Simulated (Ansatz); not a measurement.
# SiC (Moissanite) under changes of volume

One of the cells (10.341 Å³/atom); the others are scaled copies at fixed shape and fractional positions:

```
CELL_PARAMETERS angstrom
3.07600 0.00000 0.00000
-1.53800 2.66389 0.00000
0.00000 0.00000 5.04800
ATOMIC_POSITIONS crystal
Si 0.66667 0.33333 0.50000
Si 0.33333 0.66667 0.00000
C 0.66667 0.33333 0.88500
C 0.33333 0.66667 0.38500
```

| Quantity | Value |
| --- | --- |
| Program | Ansatz 0.2.0 |
| Functional | BLYP |
| Dispersion | D3(BJ) |
| Potentials or basis | Ansatz PAW |
| Cutoff | 420 eV (not typed: the program's choice for these potentials) |
| k mesh | 10 × 10 × 5 |
| Occupations | fermi-dirac, width 0.05 eV |
| Spin | no spin polarisation |

```csv
volume (Å³/atom),energy over the lowest point (meV/atom),pressure (GPa),gap on the mesh (eV),largest force (eV/Å)
9.721,20.13,12.9,2.74,0.863
9.927,7.02,7.5,2.77,0.828
10.134,?,?,?,?
10.341,0.00,-1.8,2.82,0.763
10.548,4.90,-5.7,2.81,0.733
10.755,14.67,-9.3,2.77,0.705
10.961,28.87,-12.6,2.73,0.677
```

**Question.** What does the run at 10.134 Å³/atom give?

**Answer.** Energy over the lowest point 0.53 meV/atom; pressure 2.6 GPa; gap on the mesh 2.80 eV; largest force 0.795 eV/Å.

Worked out: A Birch-Murnaghan fit of order 3 (a polynomial in V^(-2/3)) to the other rows has its minimum at 10.26 Å³/atom with B0 = V·E''(V) = 217 GPa and B' = 4.0 at fixed shape and positions, which overstates the stiffness. It gives 0.51 meV/atom at 10.134 Å³/atom, against the run's 0.53, and -dE/dV = 2.6 GPa, against 2.6. A parabola through the other rows of the gap, of slope 0.827 eV per unit of ln V there, gives 2.81 eV, against the run's 2.80.

Energies are extrapolated to zero smearing.

Caveats: odd divisions of the mesh miss points on the zone boundary, where band edges often lie, so the gap on the mesh can be too wide; the PAW data sets come from PBE, with cores solved anew for the run's functional, which leaves a small shift of forces and pressure.

A mesh can miss the band edges.
